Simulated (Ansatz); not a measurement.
Reactions of hydrogen sulfide (`S`).

Isolated molecules relaxed with PBE0-D4/def2-TZVP in Ansatz; ΔE leaves out vibrations. CBS: MP2 limit from def2 TZ/QZ plus the TZ coupled-cluster correction, frozen cores. Small cases extrapolate CCSD(T) itself. DFT in def2-TZVPP. Open shells (•) are unrestricted, without spin–orbit coupling. Spin–orbit coupling would lower the free atoms: a little for S.

```csv
reaction,revPBE-D4 (kcal/mol),ωB97X-V (kcal/mol)
H₂S + `F[C](F)F`• → `[SH]`• + `FC(F)F`,-13.1,-16.4
H₂S → H• + `[SH]`•,92.9,95.2
H₂S + `[CH3]`• → `[SH]`• + CH₄,-15.9,-17.3
H₂S + `[SiH3]`• → `[SH]`• + SiH₄,2.5,-1.8
H₂S → 2 H• + S•,179.4,184.0
H₂S + H• → `[SH]`• + H₂,-13.0,-12.5
```

(1) Give the CCSD(T)/CBS values in the same order. (Estimate.)

Largest T1 diagnostic: 0.015, for `[SiH3]`•.

Extrapolated directly: H₂S → H• + `[SH]`•; H₂S + `[CH3]`• → `[SH]`• + CH₄; H₂S + `[SiH3]`• → `[SH]`• + SiH₄; H₂S → 2 H• + S•; H₂S + H• → `[SH]`• + H₂.

## Answers

(1) Ansatz gave: -18.0, 96.2, -16.3, -0.5, 183.8, -13.4 kcal/mol.
